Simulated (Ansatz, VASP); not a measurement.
**Two plane-wave programs on Pb**

```xyz
4
Lattice="4.8635 0.0000 0.0000 2.4317 4.2119 0.0000 0.0000 0.0000 20.9638" Properties=species:S:1:pos:R:3 pbc="T T T"
Pb    4.8635    2.8079    8.0000
Pb    0.0000    0.0000    8.9928
Pb    0.0000    0.0000   11.9710
Pb    2.4317    1.4040   12.9638
```

The slab is cut from a database's or a generator's crystal, which needn't be the stable form of the element.

Alike in both runs: task single point; functional PBE; k mesh 4 × 4 × 1; no spin polarisation.

|  | VASP | Ansatz |
| --- | --- | --- |
| version | VASP 6.6.1 | Ansatz 0.2.0 |
| potentials or method | VASP PAW PBE potentials, release 64 (Pb_d) | plane waves, PAW |
| plane-wave cutoff (eV) | 520 | 550 |
| occupations | methfessel-paxton of order 1, width 0.1 eV | cold, width 0.1 eV |
| valence electrons in the cell | 56 | 56 |

```csv
,VASP,Ansatz,Ansatz less VASP
gap on the k mesh at the Fermi level (eV),none,none,-
rms of the force components (eV/Å),0.196,0.201,+0.0050
```

Atom by atom the forces differ by 0.006 eV/Å (rms over components). A gap of «none» marks a metal or a gap that the smearing closes. Ansatz warned: «xc_potential_rough_in_thin_density».

Caveats: the k mesh is coarse (spacing up to 0.37 Å⁻¹), so the values aren't converged. Spin-orbit coupling is left out, which matters for the levels of Pb.
